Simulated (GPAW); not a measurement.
Ba:

```xyz
1
Lattice="3.9177 0.0000 0.0000 0.0000 3.9177 0.0000 0.0000 0.0000 3.9177" Properties=species:S:1:pos:R:3 pbc="T T T"
Ba    0.0000    0.0000    0.0000
```

This isn't the form of Ba at room conditions, which is bcc.

Base run:

- Program: GPAW 26.7.0
- Functional: LDA
- Potentials or basis: the program's PAW data sets (release 1.2.1) made for this functional
- Cutoff: 600 eV
- Basis: pw
- k mesh: 7 × 7 × 7
- Occupations: gaussian, width 0.02 eV
- Spin: no spin polarisation

Its results: band gap on the k mesh 0.06 eV, indirect (least direct gap 0.21 eV); pressure -1.0 GPa.

Problem. The run is repeated on the same cell with these changes: functional from LDA to PBEsol; potentials or basis from the program's PAW data sets (release 1.2.1) made for this functional to PAW data sets generated in the run's folder for this functional. What comes out?

Solution. Band gap on the k mesh 0.11 eV, indirect (least direct gap 0.22 eV); pressure -0.4 GPa.

Caveats: spin-orbit coupling is left out, which moves the levels of the heavy elements; an odd mesh through Γ misses points on the zone boundary, where band edges often lie.
